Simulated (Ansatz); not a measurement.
# TaN (Fm-3m) in Ansatz: further runs

Aim: see how the results for TaN move with the level of theory and the settings. Levels: revPBE, BLYP, r2SCAN. Tasks: band structure.

All numbers are computed with Ansatz 0.2.0; they aren't measurements. Logs are shortened: lines on timing, memory, paths and dates and some standing lists are left out, and cuts for length are marked.

## 1. The structure

The structure is cubic, space group Fm-3m (No. 225). Conventional cell: a = 4.423 Å, b = 4.423 Å, c = 4.423 Å, α = 90.00°, β = 90.00°, γ = 90.00°. Around Ta (site symmetry m-3m) lie 6 N at 2.21 Å. N (site symmetry m-3m) has 6 Ta at 2.21 Å as nearest neighbours.

The cell comes from a database or a generator and needn't be the stable form of this composition.

## 2. Band structure, revPBE

input.yaml reads:

```yaml
crystal:
  lattice:
    - [0.0, 2.211323, 2.211323]
    - [2.211323, 0.0, 2.211323]
    - [2.211323, 2.211323, 0.0]
  atoms:
    - { symbol: Ta, position: [0.5, 0.5, 0.5] }
    - { symbol: "N", position: [0.0, 0.0, 0.0] }
hamiltonian:
  xc: revpbe
  pseudopotentials: { kind: paw }
kpoints:
  mp_grid: { grid: [10, 10, 10] }
  band_path:
    path:
      - [[0.0, 0.0, 0.0], [0.5, 0.0, 0.5], [0.5, 0.25, 0.75], [0.375, 0.375, 0.75], [0.0, 0.0, 0.0], [0.5, 0.5, 0.5], [0.625, 0.25, 0.625], [0.5, 0.25, 0.75], [0.5, 0.5, 0.5], [0.375, 0.375, 0.75]]
      - [[0.625, 0.25, 0.625], [0.5, 0.0, 0.5]]
    npoints: 14
scf:
  occupations: { method: fermi_dirac, width: 0.05 }
  n_extra_bands: 6
output:
  forces: true
  stress: true
  eigenvalues: true
  fatbands: false
```

Potentials or basis: Ansatz PAW.

The run is started by

```sh
ansatz run input.yaml --threads 2 --pin off --max-ram 5632MiB --backend cpu --events-out ev --progress --plain --runs-dir out
```

Log:

```text
Warning: RAYON_NUM_THREADS=2 ignored (pool sized by the plan → 2); use --threads N
scf.n_extra_bands = 6 over 9 filled bands (N_el = 18.0): the run solves 15 bands
Engine: ansatz 0.2.0, aarch64-unknown-linux-gnu
Pseudopotentials: kind: paw
Pseudopotential: Ta, paw, valence charge 13, recommended cutoff 420 eV (normal), Ta.paw.azcp
Pseudopotential: N, paw, valence charge 5, recommended cutoff 420 eV (normal), N.paw.azcp
Functional definition: revPBE
  parameter kappa = 1.245
  parameter beta = 0.06672455060314922
  exchange = pbe_x(kappa = kappa, mu = beta*pi^2/3)
  correlation = pbe_c(beta = beta)
Crystal: 2 atoms, lattice volume = 21.627 Å³
Basis set: ecut = 420 eV, 411 PW (Γ), exchange–correlation on 48×48×48 points (8 copies of the dense FFT grid, shifted against one another)
Bands: 15, of which v1, the nominal top of the filled ones, is band 9 counted from 1 (8 counted from 0)
Symmetry: 48 space group operations
Space group: Fm-3m (ITA 225), of the structure as read, at distance tolerance 2.8e-5 Å
k-points: 47 of 1000
Non-local potential: Ta, projectors of the file, l = 0: 3, l = 1: 2, l = 2: 2, l = 3: 1
Non-local potential: N, projectors of the file, l = 0: 2, l = 1: 2, l = 2: 1
PAW form: soft (Blöchl's): semilocal exchange-correlation on the pseudo side does not see the compensation charge
PAW frozen core: Ta, regenerated for the run's functional, and the local potential with it (the file was generated under x = pbe(κ = 0.804, μ = 0.2195149727645171), c = pbe(β = 0.06672455060314922))
PAW frozen core: N, regenerated for the run's functional, and the local potential with it (the file was generated under x = pbe(κ = 0.804, μ = 0.2195149727645171), c = pbe(β = 0.06672455060314922))
PAW one-centre angular grid: Ta, 590 points (default); XC on 64 Gauss nodes
PAW one-centre angular grid: N, 110 points (default); XC on 64 Gauss nodes
Initial density: superposition of atomic densities (neutral atoms: chi_scale 0, normalization atom), corrected by the library's trained network
Initial wavefunctions: pseudopotential atomic-orbital guess
Functional: x = revpbe(κ = 1.245, μ = 0.2195149727645171), c = pbe(β = 0.06672455060314922)
SCF iter   1: F=—  HF=-10327.859264 eV  |F-HF|=—  |Δ(HF+E_count)|=         —  Δρ=2.37e-3  dr2=4.21e-4  ethr=1.77e-3  ⟨swp⟩=6.0  Hψ=3756  notcnv=0  defer=4
preconditioner: auto → none  [insulator: Δε(μ)=0.132 eV  Ē_g=12.976 eV  σ=0.050 eV  W_gap=0.54  n_scr=8 (ndim 8)  ℏωp=25.3 eV  f_vac=0.000  D(μ)=0.70/eV (n_scr^D=0)  ε∞_Penn≈4.8]
SCF iter   2: F=—  HF=-10327.859197 eV  |F-HF|=—  |Δ(HF+E_count)|=   6.62e-5  Δρ=1.10e-3  dr2=7.55e-5  ethr=2.34e-6  ⟨swp⟩=2.5  Hψ=1448  notcnv=0  defer=5
SCF iter   3: F=—  HF=-10327.859329 eV  |F-HF|=—  |Δ(HF+E_count)|=   1.31e-4  Δρ=2.01e-4  dr2=4.85e-6  ethr=4.19e-7  ⟨swp⟩=2.4  Hψ=1003  notcnv=0  defer=5
SCF iter   4: F=—  HF=-10327.859332 eV  |F-HF|=—  |Δ(HF+E_count)|=   3.63e-6  Δρ=3.02e-5  dr2=1.16e-7  ethr=2.69e-8  ⟨swp⟩=2.7  Hψ=1017  notcnv=0  defer=5
iter 5 did not close the SCF: its close was put off for the readings that it lacked (scf_convergence_deferred on its scf_iter line)
SCF iter   5: F=-10327.859332 eV  HF=-10327.859332 eV  |F-HF|=1.27e-9  |Δ(HF+E_count)|=   2.51e-8  Δρ=5.22e-6  dr2=3.73e-9  ethr=6.45e-10  ⟨swp⟩=2.2  Hψ=916  notcnv=0  defer=5
SCF iter   6: F=-10327.859332 eV  HF=-10327.859332 eV  |F-HF|=5.46e-11  |Δ(HF+E_count)|=  1.11e-10  Δρ=6.62e-7  dr2=2.62e-11  ethr=2.07e-11  ⟨swp⟩=3.4  Hψ=2494  notcnv=0
SCF 1 converged in 6 iterations: F = -10327.859332 eV  dr2 = 2.62e-11
NSCF: frozen V_eff on 142 k-points
SCF converged after 6 iterations
Free energy (F): -10327.859332 eV
Harris-Foulkes:  -10327.859332 eV  (|F-HF|=5.46e-11)
Internal energy: -10327.853564 eV  (E = F + TS)
E sigma→0 (E₀):  -10327.856448 eV
Entropy (-TS):   -0.005768 eV (-2.884 meV/atom)
Fermi energy:    21.424069 eV
--- Per-component energies (eV) ---
  E_band       = -49.586209
  E_kinetic    = 500.269487
  E_local      = -593.529041  (includes V_loc(G=0)·N_el)
  E_nonlocal   = 58.581388
  E_hartree    = 199.479977
  E_xc         = -280.237373
  E_vxc        = -282.358137  (∫ρ·V_xc dr)
  E_paw        = -8533.764924  (= ΣΔE_a)
  E_vpaw       = -131.510015  (= ΣTr[D̂ρ^β])
  E_aug_tail   = 0.000159  (compensation charges beyond the density's cutoff)
  E_ewald      = -1678.620117
  E_core_change = -0.033121  (= ΣΔE_core)
  E_smearing   = -0.005768  (= −TS)
  E_closure    = 0.000000  (closes the sum)
  Σ components = -10327.859332   (vs F -10327.859332, Δ=0.00e0)
--- Forces (eV/Å), atoms counted from 1 ---
  atom   1  Ta     0.00000000    -0.00000000    -0.00000000
  atom   2  N     -0.00000000     0.00000000     0.00000000
  max |Σ_I F_I| component: 2.79e-29 eV/Å
--- Stress (GPa, compression-positive) ---
        2.012744      -0.000000       0.000000
        0.000000       2.012744      -0.000000
        0.000000      -0.000000       2.012744
  P = ⅓ Tr σ = 2.0127 GPa (20.127 kbar)
--- Band table (eV; the first three rows and the last of 47) ---
  k-point 0: bands = ["-48.1442", "-14.3916", "-14.3916", "-14.3916", "2.6377", "17.6167", "17.6167", "17.6167", "19.3436", "19.3436", "19.3436", "21.4754", "21.4754", "22.7298", "30.5462"]
  k-point 1: bands = ["-48.1392", "-14.4733", "-14.3991", "-14.3991", "2.8660", "16.5217", "16.8907", "16.8907", "19.6941", "19.6941", "19.7552", "22.3678", "22.3678", "23.4415", "31.2544"]
  k-point 2: bands = ["-48.1263", "-14.6814", "-14.4186", "-14.4186", "3.4901", "14.7072", "15.7226", "15.7226", "20.2819", "20.4912", "20.4912", "24.2122", "24.2122", "24.9104", "32.8916"]
  k-point 46: bands = ["-48.0753", "-14.9318", "-14.8038", "-14.6792", "4.4216", "14.2622", "14.6323", "14.7661", "20.1097", "22.3043", "24.8665", "25.1271", "25.9671", "30.5928", "32.1449"]
```

Wall time 1.4 s (2 threads of Arm Neoverse V1, shared host); peak memory 0.27 GiB.

What came out:

| Property | Result |
| --- | --- |
| Free energy | -10327.8593 eV |
| Pressure | 2.0 GPa |
| Band gap on the k mesh | none (metal or under the smearing width) |

Levels at the corners of the path, in eV from the Fermi level:
```
point  band 5  band 6  band 7  band 8  band 9  band 10  band 11  band 12  band 13  band 14
    Γ  -18.79   -3.81   -3.81   -3.81   -2.08    -2.08    -2.08     0.05     0.05     1.31
    X  -17.57   -6.66   -5.38   -4.63   -4.63     2.05     3.43     3.43     4.32     6.64
    W  -16.94   -7.38   -6.76   -6.76   -0.21    -0.21     3.44     3.89     4.41     9.71
    K  -16.99   -7.64   -6.80   -6.13   -2.21     2.38     2.47     4.39     4.89     8.18
    Γ  -18.79   -3.81   -3.81   -3.81   -2.08    -2.08    -2.08     0.05     0.05     1.31
    L  -15.90  -10.26   -7.49   -7.49    1.83     1.83     1.91     3.68     7.34     7.34
    U  -16.99   -7.64   -6.80   -6.13   -2.21     2.38     2.47     4.39     4.89     8.18
    W  -16.94   -7.38   -6.76   -6.76   -0.21    -0.21     3.44     3.89     4.41     9.71
    L  -15.90  -10.26   -7.49   -7.49    1.83     1.83     1.91     3.68     7.34     7.34
    K  -16.99   -7.64   -6.80   -6.13   -2.21     2.38     2.47     4.39     4.89     8.18
    U  -16.99   -7.64   -6.80   -6.13   -2.21     2.38     2.47     4.39     4.89     8.18
    X  -17.57   -6.66   -5.38   -4.63   -4.63     2.05     3.43     3.43     4.32     6.64
```

Caveat: the pressure holds a Pulay correction of +0.5 GPa for the finite cutoff; spin-orbit coupling is left out, which moves the levels of the heavy elements; the PAW data sets come from PBE, with cores solved anew for the run's functional, which leaves a small shift of forces and pressure.

## 3. Band structure, BLYP

input.yaml, as its differences from that of step 2:

```diff
@@ -9,3 +9,3 @@
 hamiltonian:
-  xc: revpbe
+  xc: blyp
   pseudopotentials: { kind: paw }
```

Potentials or basis: Ansatz PAW.

The run is started by

```sh
ansatz run input.yaml --threads 2 --pin off --max-ram 5632MiB --backend cpu --events-out ev --progress --plain --runs-dir out
```

Log:

```text
Warning: RAYON_NUM_THREADS=2 ignored (pool sized by the plan → 2); use --threads N
scf.n_extra_bands = 6 over 9 filled bands (N_el = 18.0): the run solves 15 bands
[... 4 set-up lines as earlier in the session ...]
Functional definition: BLYP
  parameter beta = 0.0042
  parameter a = 0.04918
  parameter b = 0.132
  parameter c = 0.2533
  parameter d = 0.349
  exchange = b88_x(beta = beta)
  correlation = lyp_c(a = a, b = b, c = c, d = d)
Crystal: 2 atoms, lattice volume = 21.627 Å³
Basis set: ecut = 420 eV, 411 PW (Γ), exchange–correlation on 48×48×48 points (8 copies of the dense FFT grid, shifted against one another)
Bands: 15, of which v1, the nominal top of the filled ones, is band 9 counted from 1 (8 counted from 0)
[... 1 set-up line as earlier in the session ...]
[... 34 lines left out ...]
  E_hartree    = 202.048532
  E_xc         = -275.724464
  E_vxc        = -277.036589  (∫ρ·V_xc dr)
  E_paw        = -8554.259882  (= ΣΔE_a)
  E_vpaw       = -132.637050  (= ΣTr[D̂ρ^β])
  E_aug_tail   = 0.000178  (compensation charges beyond the density's cutoff)
  E_ewald      = -1678.620117
  E_core_change = 0.237035  (= ΣΔE_core)
  E_smearing   = -0.006506  (= −TS)
  E_closure    = -0.000000  (closes the sum)
  Σ components = -10343.054712   (vs F -10343.054712, Δ=0.00e0)
--- Forces (eV/Å), atoms counted from 1 ---
  atom   1  Ta     0.00000000    -0.00000000     0.00000000
  atom   2  N     -0.00000000     0.00000000     0.00000000
  max |Σ_I F_I| component: 3.82e-29 eV/Å
--- Stress (GPa, compression-positive) ---
       10.264752      -0.000000      -0.000000
        0.000000      10.264752      -0.000000
        0.000000       0.000000      10.264752
  P = ⅓ Tr σ = 10.2648 GPa (102.648 kbar)
--- Band table (eV; the first three rows and the last of 47) ---
  k-point 0: bands = ["-47.8183", "-14.0764", "-14.0764", "-14.0764", "3.1905", "18.0039", "18.0039", "18.0039", "19.7519", "19.7519", "19.7519", "21.8588", "21.8588", "23.3794", "31.4543"]
  k-point 1: bands = ["-47.8134", "-14.1564", "-14.0837", "-14.0837", "3.4157", "16.9521", "17.2890", "17.2890", "20.0941", "20.0941", "20.1713", "22.7394", "22.7394", "24.0576", "32.1374"]
  k-point 2: bands = ["-47.8006", "-14.3606", "-14.1030", "-14.1030", "4.0310", "15.1845", "16.1326", "16.1326", "20.7328", "20.8750", "20.8750", "24.5605", "24.5605", "25.4862", "33.6956"]
  k-point 46: bands = ["-47.7501", "-14.6072", "-14.4818", "-14.3592", "4.9199", "14.7032", "15.1637", "15.2871", "20.5252", "22.6666", "25.1113", "25.4715", "26.3114", "30.9617", "32.7460"]
```

bands.tsv:

```text
# k_distance	band_0	band_1	band_2	band_3	band_4	band_5	band_6	band_7	band_8	band_9	band_10	band_11	band_12	band_13	band_14
# fermi_ev = 21.813206
# lock_threshold_ev = 1e-6
[... 155 lines left out ...]
8.976144	-69.563409	-36.548312	-36.170375	-36.146180	-17.399605	-6.523783	-5.646948	-4.786252	-4.204277	2.305347	3.188840	3.207476	4.389245	6.776247	9.109816
9.012022	-69.563405	-36.552621	-36.162449	-36.148733	-17.423856	-6.515971	-5.496472	-4.705010	-4.344378	2.173280	3.231475	3.242469	4.352974	6.736061	9.052332
9.047900	-69.563409	-36.555724	-36.156700	-36.150572	-17.441388	-6.510468	-5.365650	-4.644983	-4.467169	2.076114	3.262515	3.267567	4.323803	6.709248	9.010284
9.083778	-69.563411	-36.557585	-36.153217	-36.151679	-17.451970	-6.507015	-5.268395	-4.607647	-4.558856	2.016811	3.281382	3.282672	4.304980	6.693954	8.984864
9.119655	-69.563411	-36.558206	-36.152049	-36.152049	-17.455508	-6.505852	-5.230274	-4.595017	-4.595017	1.996848	3.287714	3.287714	4.298480	6.688990	8.976352
```

It took 1.5 s on 2 threads of Arm Neoverse V1, shared host; peak memory 0.28 GiB.

Results:

- Free energy: -10343.0547 eV
- Pressure: 10.3 GPa
- Band gap on the k mesh: none (metal or under the smearing width)

Levels at the corners of the path, in eV from the Fermi level:
```
point  band 6  band 7  band 8  band 9  band 10  band 11  band 12  band 13
    Γ   -3.81   -3.81   -3.81   -2.06    -2.06    -2.06     0.05     0.05
    X   -6.51   -5.23   -4.60   -4.60     2.00     3.29     3.29     4.30
    W   -7.33   -6.63   -6.63   -0.21    -0.21     3.30     3.84     4.37
    K   -7.51   -6.66   -6.10   -2.15     2.31     2.37     4.35     4.81
    Γ   -3.81   -3.81   -3.81   -2.06    -2.06    -2.06     0.05     0.05
    L  -10.11   -7.46   -7.46    1.73     1.73     1.85     4.12     7.21
    U   -7.51   -6.66   -6.10   -2.15     2.31     2.37     4.35     4.81
    W   -7.33   -6.63   -6.63   -0.21    -0.21     3.30     3.84     4.37
    L  -10.11   -7.46   -7.46    1.73     1.73     1.85     4.12     7.21
    K   -7.51   -6.66   -6.10   -2.15     2.31     2.37     4.35     4.81
    U   -7.51   -6.66   -6.10   -2.15     2.31     2.37     4.35     4.81
    X   -6.51   -5.23   -4.60   -4.60     2.00     3.29     3.29     4.30
```

Caveat: the pressure holds a Pulay correction of +0.6 GPa for the finite cutoff; spin-orbit coupling is left out, which moves the levels of the heavy elements; the PAW data sets come from PBE, with cores solved anew for the run's functional, which leaves a small shift of forces and pressure.

## 4. Band structure, r2SCAN

input.yaml, as its differences from that of step 3:

```diff
@@ -9,3 +9,3 @@
 hamiltonian:
-  xc: blyp
+  xc: r2scan
   pseudopotentials: { kind: paw }
@@ -25,2 +25,2 @@
   eigenvalues: true
-  fatbands: false
+  fatbands: true
```

The run is started by

```sh
ansatz run input.yaml --threads 2 --pin off --max-ram 5632MiB --backend cpu --events-out ev --progress --plain --runs-dir out
```

It took 3.1 s on 2 threads of Arm Neoverse V1, shared host; peak memory 0.34 GiB.

The run converged. Its results:

* Free energy: -10331.0625 eV
* Pressure: -6.2 GPa
* Band gap on the k mesh: none (metal or under the smearing width)

Levels at the corners of the path, in eV from the Fermi level:
```csv
point,band 6,band 7,band 8,band 9,band 10,band 11,band 12,band 13
Γ,-4.11,-4.11,-4.11,-2.13,-2.13,-2.13,0.14,0.14
X,-7.07,-5.51,-4.97,-4.97,2.18,3.43,3.43,4.52
W,-7.74,-7.14,-7.14,-0.23,-0.23,3.44,4.05,4.68
K,-8.00,-7.20,-6.49,-2.28,2.44,2.48,4.58,5.08
Γ,-4.11,-4.11,-4.11,-2.13,-2.13,-2.13,0.14,0.14
L,-10.68,-7.87,-7.87,1.85,1.85,1.99,3.96,7.63
U,-8.00,-7.20,-6.49,-2.28,2.44,2.48,4.58,5.08
W,-7.74,-7.14,-7.14,-0.23,-0.23,3.44,4.05,4.68
L,-10.68,-7.87,-7.87,1.85,1.85,1.99,3.96,7.63
K,-8.00,-7.20,-6.49,-2.28,2.44,2.48,4.58,5.08
U,-8.00,-7.20,-6.49,-2.28,2.44,2.48,4.58,5.08
X,-7.07,-5.51,-4.97,-4.97,2.18,3.43,3.43,4.52
```

Caveat: spin-orbit coupling is left out, which moves the levels of the heavy elements; the PAW data sets come from PBE, with cores solved anew for the run's functional, which leaves a small shift of forces and pressure.

## 5. Overview

```csv
level,cutoff (eV),gap on the mesh (eV),pressure (GPa)
revPBE,420,none,2.0
BLYP,420,none,10.3
r2SCAN,500,none,-6.2
```

Alike in all rows: task band structure; potentials or basis Ansatz PAW; no spin polarisation; cell as given; k mesh 10 × 10 × 10; smearing fermi-dirac 0.05 eV.

Every run on the cell as given and a fine mesh finds a metal. The pressure there spans -6.2 GPa (r2SCAN) to 10.3 GPa (BLYP); a positive pressure means that this level wants a larger cell, a negative one a smaller.

Caveats: spin-orbit coupling is left out, which moves the levels of the heavy elements; the PAW data sets come from PBE, with cores solved anew for the run's functional, which leaves a small shift of forces and pressure.

Total energies depend on the potentials used, so only differences within one code and one set of settings carry meaning.
